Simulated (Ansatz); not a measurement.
Set up this calculation in Ansatz 0.2.0, as the native input.

- Task: density of states
- Functional: PBE
- Potentials or basis: all-electron PAW datasets made for the crystal
- Cutoff: 240 eV (chosen from the basis error)
- k mesh: 7 × 7 × 4
- Occupations: fermi-dirac, width 0.05 eV
- Spin: no spin polarisation

TaSi2:

```
CELL_PARAMETERS angstrom
4.78390 0.00000 0.00000
-2.39195 4.14298 0.00000
0.00000 0.00000 6.57000
ATOMIC_POSITIONS crystal
Ta 0.00000 0.50000 0.33333
Ta 0.50000 0.50000 0.66667
Ta 0.50000 0.00000 0.00000
Si 0.31794 0.15897 0.33333
Si 0.15897 0.84103 0.66667
Si 0.84103 0.68206 0.00000
Si 0.68206 0.84103 0.33333
Si 0.84103 0.15897 0.66667
Si 0.15897 0.31794 0.00000
```

One way to write it, as run:

input.yaml

```yaml
crystal:
  lattice:
    - [4.7839, 0.0, 0.0]
    - [-2.39195, 4.1429789292, 0.0]
    - [0.0, 0.0, 6.57]
  atoms:
    - { symbol: Ta, position: [0.0, 0.5, 0.3333333333] }
    - { symbol: Ta, position: [0.5, 0.5, 0.6666666667] }
    - { symbol: Ta, position: [0.5, 0.0, 0.0] }
    - { symbol: Si, position: [0.31794, 0.15897, 0.3333333333] }
    - { symbol: Si, position: [0.15897, 0.84103, 0.6666666667] }
    - { symbol: Si, position: [0.84103, 0.68206, 0.0] }
    - { symbol: Si, position: [0.68206, 0.84103, 0.3333333333] }
    - { symbol: Si, position: [0.84103, 0.15897, 0.6666666667] }
    - { symbol: Si, position: [0.15897, 0.31794, 0.0] }
kpoints:
  mp_grid: { grid: [7, 7, 4] }
scf:
  occupations: { method: fermi_dirac, width: 0.05 }
hamiltonian:
  xc: pbe
  pseudopotentials: { kind: all_electron, datasets: crystal }
output:
  forces: true
  stress: true
  eigenvalues: true
  dos: { projected: false, de: 0.1, e_range: [-14, 8] }
```

Potentials or basis: all-electron PAW datasets made for the crystal.

Launch:

```console
$ ansatz run input.yaml --threads 8 --pin off --max-ram 24576MiB --backend cpu --events-out ev --progress --plain --runs-dir out
```

It gave:

| Quantity | Value |
| --- | --- |
| Pressure | 2.4 GPa |
| Largest force | 0.032 eV/Å |
| Band gap on the k mesh | none (metal or under the smearing width) |

Caveat: the program warned that the printed levels may be off, so bands, gaps and densities of states are rough; the density of states is complete only up to the lowest level of the last band computed.

Run time: 30 s on 8 threads of Intel(R) Xeon(R) Processor @ 2.50GHz (Skylake/Cascade Lake) (shared host), peak memory 1.7 GiB.
